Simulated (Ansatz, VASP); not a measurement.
## HfO2 in VASP and in Ansatz

The input INCAR:

```
SYSTEM = HfO2
ALGO = Normal
EDIFF = 1E-6
ENCUT = 520
GGA = PE
ISIF = 2
ISMEAR = 0
LASPH = .True.
LCHARG = .True.
LELF = .True.
LREAL = .False.
LVHAR = .True.
LWAVE = .False.
NBANDS = 18
NELM = 100
PREC = Accurate
SIGMA = 0.05
```

KPOINTS

```
k-points
0
Gamma
  8 8 8
  0 0 0
```

Contents of POSCAR:

```
HfO2
1.0
    0.0000000000      2.5575000000      2.5575000000
    2.5575000000      0.0000000000      2.5575000000
    2.5575000000      2.5575000000      0.0000000000
Hf O
1 2
Direct
    0.0586510264     -0.0586510264     -0.1759530792
    0.2500000000      0.2500000000      0.2500000000
    0.7500000000      0.7500000000      0.7500000000
```

Input for Ansatz:

```yaml
crystal:
  lattice:
    - [0.0, 2.5575, 2.5575]
    - [2.5575, 0.0, 2.5575]
    - [2.5575, 2.5575, 0.0]
  atoms:
    - { symbol: Hf, position: [0.0586510264, -0.0586510264, -0.1759530792] }
    - { symbol: O, position: [0.25, 0.25, 0.25] }
    - { symbol: O, position: [0.75, 0.75, 0.75] }
basis:
  ecutwfc: 420
kpoints:
  mp_grid: { grid: [8, 8, 8] }
hamiltonian:
  xc: pbe
scf:
  occupations: { method: gaussian, width: 0.05 }
output:
  forces: true
  stress: true
  eigenvalues: true
```

Alike in both runs: task single point; functional PBE; k mesh 8 × 8 × 8; occupations gaussian, width 0.05 eV; no spin polarisation.

|  | VASP | Ansatz |
| --- | --- | --- |
| version | VASP 6.6.1 | Ansatz 0.2.0 |
| potentials or method | VASP PAW PBE potentials, release 64 (Hf_pv, O) | scalar-relativistic, plane waves, PAW |
| plane-wave cutoff (eV) | 520 | 420 |
| valence electrons in the cell | 22 | 38 |

VASP gave:

| Property | Result |
| --- | --- |
| gap on the k mesh at the Fermi level (eV) | 3.23 |
| least direct gap on the mesh (eV) | 3.34 |
| rms of the force components (eV/Å) | 5.094 |

Problem. What did Ansatz give for the same quantities?

Solution. gap on the k mesh at the Fermi level (eV): 3.26; least direct gap on the mesh (eV): 3.37; rms of the force components (eV/Å): 5.091.

Atom by atom the forces differ by 0.037 eV/Å (rms over components). The functional is the same, so the differences come from potentials, cutoffs and numerics. The two sets of potentials don't hold the same shells in valence.

Caveats: spin-orbit coupling is left out, which moves the levels of the heavy elements; forces of over 1 eV/Å show positions far from the minimum, so gaps and moduli don't describe the material at rest. A k mesh can miss the band edges.
